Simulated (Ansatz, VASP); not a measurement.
## GaN: VASP beside Ansatz

```
Ga N
1.0
     0.00000    2.24913    2.24913
     2.24913    0.00000    2.24913
     2.24913    2.24913    0.00000
Ga N
1 1
Direct
  0.00000 0.00000 0.00000
  0.25000 0.25000 0.25000
```

Alike in both runs: functional PBEsol; k mesh 12 × 12 × 12; occupations fermi-dirac, width 0.08 eV; no spin polarisation.

Ansatz relaxed the structure, and its values are those at the end. VASP's run is a single point on that final structure, the one shown.

|  | VASP | Ansatz |
| --- | --- | --- |
| version | VASP 6.6.1 | Ansatz 0.2.0 |
| potentials or method | VASP PAW PBE potentials, release 64 (Ga_d, N) | PAW with Ansatz's default frozen-core files, scalar-relativistic |
| plane-wave cutoff (eV) | 520 | 420 |
| valence electrons in the cell | 18 | 18 |

```csv
,VASP,Ansatz,Ansatz less VASP
pressure (GPa),-0.2,0.0,+0.21
```

The functional is the same, so the differences come from potentials, cutoffs and numerics.

Caveats: the PAW data sets were made with another functional, which shifts forces and pressure a little (VASP).
